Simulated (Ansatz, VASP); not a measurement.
**One calculation of RbBr, two programs**

```xyz
2
Lattice="0.0000 3.4608 3.4608 3.4608 0.0000 3.4608 3.4608 3.4608 0.0000" Properties=species:S:1:pos:R:3 pbc="T T T"
Rb    0.0000    0.0000    0.0000
Br    3.4608    3.4608    3.4608
```

Alike in both runs: task single point; functional PBE-based screened hybrid; k mesh 4 × 4 × 4; no spin polarisation.

|  | VASP | Ansatz |
| --- | --- | --- |
| version | VASP 6.6.1 | Ansatz 0.2.0 |
| potentials or method | VASP PAW PBE potentials, release 64 (Rb_sv, Br) | plane waves |
| plane-wave cutoff (eV) | 520 | 420 |
| occupations | gaussian, width 0.01 eV | fixed |
| valence electrons in the cell | 16 | 16 |

|  | VASP | Ansatz | Ansatz less VASP |
| --- | --- | --- | --- |
| gap on the k mesh at the Fermi level (eV) | 8.92 | 8.92 | -0.003 |
| pressure (GPa) | -0.3 | -0.2 | +0.09 |

Ansatz warned: «stress_exchange_threshold_loose».

Caveats: the PAW data sets were made with another functional, which shifts forces and pressure a little (VASP).
